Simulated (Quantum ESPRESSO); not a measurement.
**CuO in Quantum ESPRESSO: the effect of functional**

The system is CuO.

```
Cu O
1.0
     2.83633    0.00000    0.00000
    -1.41816    2.45633    0.00000
     0.00000    0.00000    2.76811
Cu O
1 1
Direct
  0.00000 0.00000 0.00000
  0.66667 0.33333 0.50000
```

Measurements of this composition are mostly on another form, of space group No. 15.

Alike in all runs:

* Program: Quantum ESPRESSO 7.5
* Task: phonons
* Cutoff: 762 eV
* Density cutoff: 6095 eV
* k mesh: 8 × 8 × 7
* Occupations: cold, width 0.2 eV
* Spin: no spin polarisation

Each run relaxes the cell or the atoms first.

```tsv
functional	potentials or basis	relaxed volume (Å³/atom)	highest phonon frequency (cm⁻¹)
LDA	GBRV 1.5 LDA	8.91	334
PBEsol	GBRV 1.5 PBEsol	9.23	315
AM05	GBRV 1.5 PBE	9.25	310
BLYP	GBRV 1.5 PBE	?	?
RPBE	GBRV 1.5 PBE	10.02	261
vdW-DF-cx	GBRV 1.5 PBE	9.30	322
```

Question: What does the run with functional BLYP give?

Answer: Relaxed volume 10.17 Å³/atom; highest phonon frequency 244 cm⁻¹.

Caveats: the mesh is thin for the phonons of a metal; some modes are imaginary; an odd number of electrons without spin polarisation forces a metal; a magnetic or distorted state may lie lower; the run has no spin polarisation, though such a crystal can be magnetic; the potentials were made for another functional, which shifts forces and pressure (some runs).

Runs at the PBE level aren't shown here.
